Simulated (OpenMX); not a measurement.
Input of an OpenMX 3.8.5 run:

ZrS2.dat

```
System.CurrrentDirectory             ./
System.Name                          ZrS2
DATA.PATH                            ./DFT_DATA13
level.of.stdout                      1
level.of.fileout                     1
Species.Number                       2
<Definition.of.Atomic.Species
  Zr  Zr7.0-s3p2d2           Zr_PBE13
  S   S7.0-s2p2d1f1          S_PBE13
Definition.of.Atomic.Species>

Atoms.Number                         3
Atoms.SpeciesAndCoordinates.Unit     FRAC
<Atoms.SpeciesAndCoordinates
    1  Zr    0.0000000000    0.0000000000    0.0000000000   6.000  6.000
    2  S     0.3333333333    0.6666666667    0.2379099700   3.000  3.000
    3  S     0.6666666667    0.3333333333    0.7620900300   3.000  3.000
Atoms.SpeciesAndCoordinates>

Atoms.UnitVectors.Unit               Ang
<Atoms.UnitVectors
     3.6913825498    0.0000000000    0.0000000000
    -1.8456912749    3.1968310632    0.0000000000
     0.0000000000    0.0000000000    6.0410770100
Atoms.UnitVectors>

scf.XcType                           GGA-PBE
scf.SpinPolarization                 off
scf.ElectronicTemperature            580.226
scf.energycutoff                     400.0
scf.maxIter                          100
scf.EigenvalueSolver                 band
scf.Kgrid                            9 9 5
scf.Mixing.Type                      rmm-diisk
scf.Init.Mixing.Weight               0.05
scf.Min.Mixing.Weight                0.001
scf.Max.Mixing.Weight                0.3
scf.Mixing.History                   25
scf.Mixing.StartPulay                8
scf.criterion                        1.0e-8
scf.stress.tensor                    on
MD.Type                              nomd
```

Potentials or basis: OpenMX 2013 PBE set, Zr7.0-s3p2d2, S7.0-s2p2d1f1, grid cutoff 400 Ry.

Run with:

```console
$ openmx ZrS2.dat -nt 1 > ZrS2.std
```

(1) Estimate the Mulliken charges.

(2) Predict the largest force.

## Answers

(1) Zr +0.82; S -0.41 e.

(2) 0.448 eV/Å.

Caveat: an odd mesh through Γ misses points on the zone boundary, where band edges often lie; the basis of atomic orbitals isn't converged, which shifts pressures, moduli and gaps.

The gap isn't set beside the measured one, since this odd mesh misses points on the zone boundary.
